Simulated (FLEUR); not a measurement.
# ZnS (F-43m) in FLEUR: a series of runs

One crystal, ZnS, is run at these levels: PBE; tasks: single point.

Everything below comes from runs of FLEUR MaX-R8.1 (later development tree). Logs are shortened: lines on timing, memory, paths and dates and some standing lists are left out, and cuts for length are marked.

**Experimental background.**

From “Electronic, vibrational, and thermodynamic properties of ZnS (zincblende and rocksalt structure)”, 2009, arxiv:0911.5022, for a bulk crystal of ZnS at 19 K: band gap 3.85 eV (direct).

The results are compared with them further down.

**1. The structure**

Symmetry: F-43m, No. 216, cubic system. Conventional cell: a = 5.404 Å, b = 5.404 Å, c = 5.404 Å, α = 90.00°, β = 90.00°, γ = 90.00°. Zn (site symmetry -43m) is surrounded by 4 S at 2.34 Å. S (site symmetry -43m) is surrounded by 4 Zn at 2.34 Å.

**2. Single point, PBE**

Contents of inp.xml:

```xml
<?xml version="1.0" encoding="UTF-8" standalone="no"?>
<fleurInput fleurInputVersion="0.39">
   <comment>
      ZnS                                                                                                 
   </comment>
   <calculationSetup>
      <cutoffs Kmax="5.1" Gmax="15.8" GmaxXC="15.8" numbands="0"/>
      <scfLoop itmax="60" minDistance="0.00001" maxIterBroyd="15" imix="Anderson" alpha="0.05" precondParam="0.0" spinf="2.0" sdNocoIR="T"/>
      <coreElectrons ctail="T" frcor="F" kcrel="0" coretail_lmax="0"/>
      <xcFunctional name="pbe" relativisticCorrections="F"/>
      <magnetism jspins="1"/>
      <soc l_soc="F" theta="0.0" phi="0.0" spav="F"/>
      <expertModes spex="0" secvar="F"/>
      <geometryOptimization l_f="F" forcealpha="1.0" forcemix="BFGS" epsdisp="0.00001" epsforce="0.00001"/>
      <ldaU l_linMix="F" mixParam="0.05" spinf="1.0"/>
   </calculationSetup>
   <cell>
      <bzIntegration valenceElectrons="26.0" mode="gauss" fermiSmearingEnergy="0.00062474">
         <kPointListSelection listName="default-1"/>
         <!-- k-points included here -->
         <xi:include xmlns:xi="http://www.w3.org/2001/XInclude" href="kpts.xml"> </xi:include>
      </bzIntegration>
      <!-- symmetry operations included here -->
      <xi:include xmlns:xi="http://www.w3.org/2001/XInclude" href="sym.xml"> </xi:include>
      <bulkLattice scale="1.0">
         <bravaisMatrix>
            <row-1>    0.0000000000000000     5.1060399886691998     5.1060399886691998</row-1>
            <row-2>    5.1060399886691998     0.0000000000000000     5.1060399886691998</row-2>
            <row-3>    5.1060399886691998     5.1060399886691998     0.0000000000000000</row-3>
         </bravaisMatrix>
      </bulkLattice>
   </cell>
   <atomSpecies>
      <species name="Zinc (Zn)" element="Zn" atomicNumber="30">
         <mtSphere radius="2.18" gridPoints="721" logIncrement="0.017"/>
         <atomicCutoffs lmax="9" lnonsphr="7"/>
         <electronConfig flipSpins="F">
            <coreConfig>(1s1/2) (2s1/2) (2p1/2) (2p3/2)</coreConfig>
            <valenceConfig>(3s1/2) (3p1/2) (3p3/2) (4s1/2) (3d3/2) (3d5/2)</valenceConfig>
         </electronConfig>
         <energyParameters s="4" p="4" d="3" f="4"/>
         <lo type="SCLO" l="0" n="3" eDeriv="0"/>
         <lo type="SCLO" l="1" n="3" eDeriv="0"/>
         <lo type="SCLO" l="1" n="3" eDeriv="1"/>
         <lo type="HELO" l="2" n="4" eDeriv="0"/>
         <lo type="HELO" l="2" n="4" eDeriv="1"/>
         <lo type="SCLO" l="3" n="4" eDeriv="2"/>
      </species>
      <species name="Sulfur (S)" element="S" atomicNumber="16">
         <mtSphere radius="1.92" gridPoints="635" logIncrement="0.018"/>
         <atomicCutoffs lmax="8" lnonsphr="6"/>
         <electronConfig flipSpins="F">
            <coreConfig>(1s1/2) (2s1/2) (2p1/2) (2p3/2)</coreConfig>
            <valenceConfig>(3s1/2) (3p1/2) (3p3/2)</valenceConfig>
            <stateOccupation state="(3p1/2)" spinUp="0.666667" spinDown="0.666667"/>
            <stateOccupation state="(3p3/2)" spinUp="1.333333" spinDown="1.333333"/>
         </electronConfig>
         <energyParameters s="3" p="3" d="3" f="4"/>
         <lo type="SCLO" l="0" n="3" eDeriv="2"/>
         <lo type="SCLO" l="1" n="3" eDeriv="2"/>
         <lo type="SCLO" l="2" n="3" eDeriv="2"/>
         <lo type="SCLO" l="3" n="4" eDeriv="2"/>
      </species>
   </atomSpecies>
   <atomGroups>
      <atomGroup species="Zinc (Zn)">
         <relPos label="                   1">-1.000/4.000 -1.000/4.000 -1.000/4.000</relPos>
         <force calculate="T" relaxXYZ="TTT"/>
      </atomGroup>
      <atomGroup species="Sulfur (S)">
         <relPos label="                   2">.0000000000 .0000000000 .0000000000</relPos>
         <force calculate="T" relaxXYZ="TTT"/>
      </atomGroup>
   </atomGroups>
   <output dos="F" band="F" slice="F">
      <checks vchk="F" cdinf="F"/>
      <bandDOS minEnergy="-.5*Htr" maxEnergy="0.5*Htr" sigma="0.015" storeEVData="T"/>
      <vacuumDOS vacdos="F" integ="F" star="F" nstars="0" locx1="0.0" locy1="0.0" locx2="0.0" locy2="0.0" nstm="0" tworkf="0.0"/>
      <unfoldingBand unfoldBand="F" supercellX="1" supercellY="1" supercellZ="1"/>
      <plotting iplot="0" polar="F">
         <plot TwoD="T" vec1="  1.0  0.0  0.0" vec2="  0.0  1.0  0.0" vec3="  0.0  0.0  1.0" zero="  0.0  0.0  0.0" file="plot"/>
      </plotting>
      <chargeDensitySlicing numkpt="0" minEigenval="0.0" maxEigenval="0.0" nnne="0" pallst="F"/>
      <specialOutput eonly="F"/>
      <moessbauerParams electricFieldGradient="T" isomerShift="T" coreHyperfine="T" valenceHyperfine="T"/>
      <magneticCircularDichroism mcd="F" energyLo="-10.0" energyUp="0.0"/>
   </output>
  <!-- We include the file relax.xml here to enable relaxations (see documentation) -->
  <xi:include xmlns:xi="http://www.w3.org/2001/XInclude" href="relax.xml"> <xi:fallback/> </xi:include>
</fleurInput>
```

Contents of crystal.txt:

```
ZnS
&input cartesian=F /
0.0000000000  2.7020000000  2.7020000000
2.7020000000  0.0000000000  2.7020000000
2.7020000000  2.7020000000  0.0000000000
1.8897261246
1.0 1.0 1.0

2
30 0.7500000000  0.7500000000  0.7500000000
16 0.0000000000  0.0000000000  0.0000000000

&kpt div1=9 div2=9 div3=9 gamma=T /
```

Potentials or basis: all-electron, FLAPW.

Command:

```bash
$ inpgen -f crystal.txt -profile fastHighL
$ # inp.xml edited to the form shown
$ fleur_MPI
```

Log:

```text
Welcome to FLEUR        (www.flapw.de)
      MaX-Release 8.1          (www.max-centre.eu)

 ========== k-point set info ==========
 Selected k-point list: default-1
 k-point list type: mesh
 9 x 9 x 9
 Number of k points: 35

 ------------Calculation Setup---------------------------
 Number of MPI-tasks      :            1
 Number of PE/node        :            1
 Number of OMP-threads    :            1
 Most efficient MPI parallelization for:
           1           5           7          35
 Additional eigenvalue parallelization possible
 Number of basis functions:          693
 Approximate size of matrices (H+S) per k-point:         0.014 GB
 --------------------------------------------------------
 Iteration:     1   Distance:       9.12119487 me/bohr^3
 Iteration:     2   Distance:       7.98862610 me/bohr^3
 Iteration:     3   Distance:       4.81070067 me/bohr^3
 Iteration:     4   Distance:       2.59513384 me/bohr^3
 Iteration:     5   Distance:       2.47446986 me/bohr^3
 Iteration:     6   Distance:       0.38015356 me/bohr^3
 Iteration:     7   Distance:       0.34264542 me/bohr^3
 Iteration:     8   Distance:       0.03636334 me/bohr^3
 Iteration:     9   Distance:       0.03393482 me/bohr^3
 Iteration:    10   Distance:       0.00264913 me/bohr^3
 Iteration:    11   Distance:       0.00196343 me/bohr^3
 Iteration:    12   Distance:       0.00050187 me/bohr^3
 Iteration:    13   Distance:       0.00008159 me/bohr^3
 Iteration:    14   Distance:       0.00008179 me/bohr^3
 Iteration:    15   Distance:       0.00000691 me/bohr^3

 ********************************************************************
 Run finished successfully
 Stop message:
   all done
 ********************************************************************
```

out.xml (last iteration):

```text
<iteration numberForCurrentRun="   15" overallNumber="   15">
         <energyParameters units="Htr">
            <atomicEP atomType="1" spin="1" branch="4s" branchLowest="-4.42" branchHighest="1.48" value="0.0056500760"/>
            <atomicEP atomType="1" spin="1" branch="4p" branchLowest="-2.73" branchHighest="2.14" value="0.1690273071"/>
            <atomicEP atomType="1" spin="1" branch="3d" branchLowest="-9.99" branchHighest="0.03" value="-0.0498360583"/>
            <atomicEP atomType="1" spin="1" branch="4f" branchLowest="-9.99" branchHighest="3.78" value="0.5029004566"/>
            <loAtomicEP atomType="1" spin="1" branch="3s" branchLowest="-42.23" branchHighest="-4.42" value="-4.4257889002"/>
            <loAtomicEP atomType="1" spin="1" branch="3p" branchLowest="-36.56" branchHighest="-2.73" value="-2.7428207735"/>
            <loAtomicEP atomType="1" spin="1" branch="3p" branchLowest="-36.56" branchHighest="-2.73" value="-2.7428207735"/>
            <heloAtomicEP atomType="1" spin="1" branch="4d" branchLowest="2.44" branchHighest="2.44" value="2.4426438206"/>
            <heloAtomicEP atomType="1" spin="1" branch="4d" branchLowest="2.44" branchHighest="2.44" value="2.4426438206"/>
            <loAtomicEP atomType="1" spin="1" branch="4f" branchLowest="-9.99" branchHighest="3.78" value="0.5029038312"/>
            <atomicEP atomType="2" spin="1" branch="3s" branchLowest="-7.36" branchHighest="0.79" value="-0.3532856707"/>
            <atomicEP atomType="2" spin="1" branch="3p" branchLowest="-5.33" branchHighest="1.38" value="-0.0792933937"/>
            <atomicEP atomType="2" spin="1" branch="3d" branchLowest="-9.99" branchHighest="2.01" value="0.1538671154"/>
            <atomicEP atomType="2" spin="1" branch="4f" branchLowest="-9.99" branchHighest="4.83" value="0.3217239569"/>
            <loAtomicEP atomType="2" spin="1" branch="3s" branchLowest="-7.36" branchHighest="0.79" value="-0.3532856707"/>
            <loAtomicEP atomType="2" spin="1" branch="3p" branchLowest="-5.33" branchHighest="1.38" value="-0.0797084492"/>
            <loAtomicEP atomType="2" spin="1" branch="3d" branchLowest="-9.99" branchHighest="2.01" value="0.1538665790"/>
            <loAtomicEP atomType="2" spin="1" branch="4f" branchLowest="-9.99" branchHighest="4.83" value="0.3217271778"/>
         </energyParameters>
         <eigenvalues>
            <eigenvaluesAt spin="1" ikpt="1" k_x="0.00000000" k_y="0.00000000" k_z="0.00000000">
                      -4.4257862992       -2.7414694712       -2.7414694712       -2.7414694712       -0.3201870358
                      -0.0701359019       -0.0701359019       -0.0701359019       -0.0517976608       -0.0517976608
                       0.1626667436        0.1626667436        0.1626667436        0.2403360110        0.3968813420
                       0.3968813420        0.3968813420        0.5896401694        0.5896401694        0.5996418041
                       0.6970952554
            </eigenvaluesAt>
            <eigenvaluesAt spin="1" ikpt="2" k_x="0.00000000" k_y="0.00000000" k_z="0.11111111">
                      -4.4257862708       -2.7414701459       -2.7414695335       -2.7414695335       -0.3167742501
                      -0.0701216496       -0.0695154723       -0.0695154723       -0.0518495875       -0.0518495875
                       0.1284745960        0.1583193548        0.1583193548        0.2662532521        0.3934899436
                       0.4044215126        0.4044215126        0.5719415961        0.5719415961        0.6246285439
                       0.6760778001
            </eigenvaluesAt>
            <eigenvaluesAt spin="1" ikpt="3" k_x="0.00000000" k_y="0.00000000" k_z="0.22222222">
                      -4.4257862189       -2.7414721148       -2.7414698959       -2.7414698959       -0.3075619999
                      -0.0690733146       -0.0680575474       -0.0680575474       -0.0518082490       -0.0518082490
[... 11 lines left out ...]
         </eigenvalues>
         <FermiEnergy value="0.1656667436" units="Htr"/>
         <valenceDensity>
            <mtCharges spin="1">
               <mtCharge atomType="1" total="18.5113317" s="2.4360573" p="6.3645240" d="9.6928465" f="0.0140530"/>
               <mtCharge atomType="2" total="3.6621841" s="1.2785617" p="2.3491012" d="0.0306609" f="0.0029927"/>
            </mtCharges>
            <spinDependentCharge spin="1" total="26.0000000" interstitial="3.8264842" mtSpheres="22.1735158"/>
            <totalCharge value="26.0000000000"/>
         </valenceDensity>
         <coreStates atomType="     1" atomicNumber=" 30" spin="1" kinEnergy="   1577.3858337937" eigValSum="  -1003.1609960443" lostElectrons=" 0.000000">
            <state n="1" l="0" j="0.5" energy="-349.6536898935" weight="1.0000000000"/>
            <state n="2" l="0" j="0.5" energy="-42.2301616528" weight="1.0000000000"/>
            <state n="2" l="1" j="0.5" energy="-37.1504523183" weight="1.0000000000"/>
            <state n="2" l="1" j="1.5" energy="-36.2730970788" weight="2.0000000000"/>
         </coreStates>
         <coreStates atomType="     2" atomicNumber=" 16" spin="1" kinEnergy="    387.5819856265" eigValSum="   -222.6522811952" lostElectrons=" 0.000450">
            <state n="1" l="0" j="0.5" energy="-87.9809272658" weight="1.0000000000"/>
            <state n="2" l="0" j="0.5" energy="-7.3583865689" weight="1.0000000000"/>
            <state n="2" l="1" j="0.5" energy="-5.3598481486" weight="1.0000000000"/>
            <state n="2" l="1" j="1.5" energy="-5.3134893071" weight="2.0000000000"/>
         </coreStates>
         <allElectronCharges>
            <spinDependentCharge spin="1" total="46.0000000" interstitial="3.8269318" mtSpheres="42.1730682"/>
            <totalCharge value="45.9999999968"/>
         </allElectronCharges>
         <moessbauerParams unitsHFF="kG" unitsIS="e/bohr^3" unitsEFG="Htr/bohr^2">
            <coreIsomerShift atomType="1" isTotal="24873.78115">
               <shell n="1" l="0" isomerShift="22627.67301"/>
               <shell n="2" l="0" isomerShift="2229.18881"/>
               <shell n="2" l="1" isomerShift="16.91933"/>
            </coreIsomerShift>
            <coreIsomerShift atomType="2" isTotal="2932.44468">
               <shell n="1" l="0" isomerShift="2724.47027"/>
               <shell n="2" l="0" isomerShift="207.61388"/>
               <shell n="2" l="1" isomerShift="0.36053"/>
            </coreIsomerShift>
            <isomerShift atomType="1" nucleusRadius="0.0000952" averageDensity="25214.51659"/>
            <isomerShift atomType="2" nucleusRadius="0.0000750" averageDensity="2950.80137"/>
            <electricFieldGradient atomType="1" VXX="0.00000" VYY="0.00000" VZZ="0.00000" asymParam="0.00000">
            </electricFieldGradient>
            <electricFieldGradient atomType="2" VXX="0.00000" VYY="0.00000" VZZ="0.00000" asymParam="0.00000">
            </electricFieldGradient>
         </moessbauerParams>
         <totalEnergy                                    value="    -2195.3737286029" units="Htr">
            <sumOfEigenvalues                            value="    -1251.8254107366">
               <coreElectrons value="-1225.8132772395"/>
               <valenceElectrons value="-26.0121334971"/>
            </sumOfEigenvalues>
            <densityCoulombPotentialIntegral value="-3355.5806195347"/>
            <densityEffectivePotentialIntegral value="-3481.9410348554"/>
            <chargeDenXCDenIntegral value="-97.3480695318"/>
            <FockExchangeEnergyValence value="0.0000000000"/>
            <FockExchangeEnergyCore value="0.0000000000"/>
            <atomTypeDependentContributions atomType="1">
               <electronNucleiInteractionDifferentMTs value="2158.8866699216"/>
               <MadelungTerm value="-12.2477911882"/>
            </atomTypeDependentContributions>
            <atomTypeDependentContributions atomType="2">
               <electronNucleiInteractionDifferentMTs value="469.1282617769"/>
               <MadelungTerm value="-10.0882505358"/>
            </atomTypeDependentContributions>
            <tkbTimesEntropy value="0.0000000000"/>
            <freeEnergy value="-2195.3737286029"/>
            <extrapolationTo0K value="-2195.3737286029"/>
         </totalEnergy>
         <densityConvergence units="me/bohr^3">
            <chargeDensity spin="1" distance="0.0000069073"/>
         </densityConvergence>
      </iteration>
```

Wall time 4.8 min (1 thread of Arm Neoverse N1, shared host); peak memory 0.07 GiB.

Results:

```yaml
Free_energy: -59739.1625 eV
Band_gap_on_the_k_mesh: 2.11 eV, direct
Valence_electrons_inside_the_program's_atomic_spheres: Zn 18.51; S 3.66 (radii Zn 2.18, S 1.92 bohr)
```

Core levels (eV from the Fermi level):
```tsv
atom	levels
1 Zn	1s1/2 -9519.1, 2s1/2 -1153.6, 2p1/2 -1015.4, 2p3/2 -991.5
2 S	1s1/2 -2398.6, 2s1/2 -204.7, 2p1/2 -150.4, 2p3/2 -149.1
```

**3. Single point, PBE**

Changes to inp.xml since step 2:

```diff
@@ -17,3 +17,3 @@
    <cell>
-      <bzIntegration valenceElectrons="26.0" mode="gauss" fermiSmearingEnergy="0.00062474">
+      <bzIntegration valenceElectrons="26.0" mode="gauss" fermiSmearingEnergy="0.00066149">
          <kPointListSelection listName="default-1"/>
```

crystal.txt is that of step 2.

Potentials or basis: all-electron, FLAPW.

Command:

```bash
$ inpgen -f crystal.txt -profile fastHighL
$ # inp.xml edited to the form shown
$ fleur_MPI
```

It took 4.8 min on 1 thread of Arm Neoverse N1, shared host; peak memory 0.07 GiB.

The run converged. Its results:

```
Free energy                                           : -59739.1625 eV
Band gap on the k mesh                                : 2.11 eV, direct
Valence electrons inside the program's atomic spheres : Zn 18.51; S 3.66 (radii Zn 2.18, S 1.92 bohr)
```

Levels at points of the mesh, in eV from the valence-band top:
```tsv
k point	band 11	band 12	band 13	band 14	band 15	band 16
(0.00, 0.00, 0.00)	0.00	0.00	0.00	2.11	6.37	6.37
```

Core levels (eV from the Fermi level):
```
atom                                                     levels
1 Zn  1s1/2 -9519.1, 2s1/2 -1153.6, 2p1/2 -1015.4, 2p3/2 -991.5
 2 S    1s1/2 -2398.6, 2s1/2 -204.7, 2p1/2 -150.4, 2p3/2 -149.1
```

**4. How close it comes**

Step 2. A measured gap of ZnS is 3.85 eV (direct; 19 K; quoted in “Electronic, vibrational, and thermodynamic properties of ZnS (zincblende and rocksalt structure)”, 2009, arxiv:0911.5022); the calculated 2.11 eV misses it by -1.74 eV. The value is that of PBE, without temperature or zero-point motion. Semilocal functionals fall short of measured gaps as a rule.

Step 3. Measured gap of ZnS: 3.85 eV (direct; 19 K; quoted in “Electronic, vibrational, and thermodynamic properties of ZnS (zincblende and rocksalt structure)”, 2009, arxiv:0911.5022). This calculation gives 2.11 eV (-1.74 eV). The value is that of PBE, without temperature or zero-point motion. Semilocal functionals fall short of measured gaps as a rule.
